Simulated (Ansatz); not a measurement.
# CsSnBr3: the cell at several levels of theory

An exercise on one series of results from a longer session: the logs are not shown, and one member is left open.

The runs shown are made with Ansatz 0.2.0. PAW datasets, plane waves, zero pressure. Note: simulated data, non-magnetic, for a generated structure that need not be the stable one.

## Starting point

This is the cell as the run starts from it, not yet at rest; its lengths are not the crystal's.

Space group Pm-3m (No. 221), cubic; conventional cell a = 5.189 Å, 27.95 Å³ an atom. Near Cs stand 12 Br at 3.67 Å; near Sn stand 6 Br at 2.59 Å; near Br stand 2 Sn at 2.59 Å and 4 Cs at 3.67 Å.

As a file:

```cif
data_structure
_symmetry_space_group_name_H-M 'Pm-3m'
_symmetry_Int_Tables_number 221
_cell_length_a 5.1895
_cell_length_b 5.1895
_cell_length_c 5.1895
_cell_angle_alpha 90.000
_cell_angle_beta 90.000
_cell_angle_gamma 90.000
_cell_volume 139.76
loop_
_atom_site_label
_atom_site_type_symbol
_atom_site_symmetry_multiplicity
_atom_site_Wyckoff_symbol
_atom_site_fract_x
_atom_site_fract_y
_atom_site_fract_z
_atom_site_occupancy
Cs1 Cs 1 a 0.00000 0.00000 0.00000 1
Sn1 Sn 1 b 0.50000 0.50000 0.50000 1
Br1 Br 3 c 0.50000 0.50000 0.00000 1
```

The first run:

Input file input.yaml:

```yaml
crystal:
  lattice:
    - [5.1895, 0.0, 0.0]
    - [0.0, 5.1895, 0.0]
    - [0.0, 0.0, 5.1895]
  atoms:
    - { symbol: Cs, position: [0.0, 0.0, 0.0] }
    - { symbol: Sn, position: [0.5, 0.5, 0.5] }
    - { symbol: Br, position: [0.5, 0.5, 0.0] }
    - { symbol: Br, position: [0.5, 0.0, 0.5] }
    - { symbol: Br, position: [0.0, 0.5, 0.5] }
kpoints:
  mp_grid: { grid: [4, 4, 4] }
hamiltonian:
  xc: pbe
scf:
  occupations: { method: fermi_dirac, width: 0.02 }
relax:
  f_tol: 0.005
  cell: {}
```

Command:

```bash
$ ansatz run input.yaml --threads 4 --pin off --max-ram 7372MiB --backend cpu --events-out ev --progress --plain --runs-dir out
```

Among the steps run: Relaxation with PBE; r2SCAN: cell and atoms; Relaxation with PBEsol; Relaxing with LDA.

One table of the session follows, with a row left open; its other results are not shown here.

| level | a (Å) | volume (Å³/atom) |
| --- | --- | --- |
| PBE | 5.907 | 41.230 |
| r2SCAN | 5.841 | 39.859 |
| PBEsol | 5.782 | 38.667 |
| LDA | ? | ? |

**Question.** Estimate the row for LDA.

The run gave: a (Å): 5.677; volume (Å³/atom): 36.587. In the column «a (Å)» it is the lowest.

In words: The first relaxation changed the volume by +47.5 % from the start. The volume runs from LDA (least) to PBE (most), a spread of 12.7 %, or 4.1 % in length if all axes shared it alike.
